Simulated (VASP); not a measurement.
# Ir: equation of state with PBE

Crystal: Ir.

```
CELL_PARAMETERS angstrom
0.00000 1.91560 1.91560
1.91560 0.00000 1.91560
1.91560 1.91560 0.00000
ATOMIC_POSITIONS crystal
Ir 0.00000 0.00000 0.00000
```

```yaml
Program: VASP 6.6.1
Task: equation of state
Functional: PBE
Potentials_or_basis: VASP PAW PBE potentials, release 64 (Ir)
Cutoff: 520 eV
k_mesh: 12 × 12 × 12
Occupations: fermi-dirac, width 0.05 eV
Spin: no spin polarisation
```

```
Equilibrium volume                      : 14.51 Å³/atom
Bulk modulus                            : 350 GPa
Pressure derivative of the bulk modulus : 5.1
```

Energy against volume, from the lowest point:
| volume (Å³/atom) | energy (meV/atom) |
| --- | --- |
| 13.215 | 150.73 |
| 13.496 | 87.93 |
| 13.778 | 43.38 |
| 14.059 | 15.04 |
| 14.340 | 1.12 |
| 14.621 | 0.00 |
| 14.902 | 10.23 |

All runs of the series together: 77 s on 1 thread of AMD EPYC 7R13 Processor (Zen 3) (shared host).

The run has no spin-orbit coupling, so splittings on Ir are missing. Zero-point motion and thermal expansion aren't in these numbers.
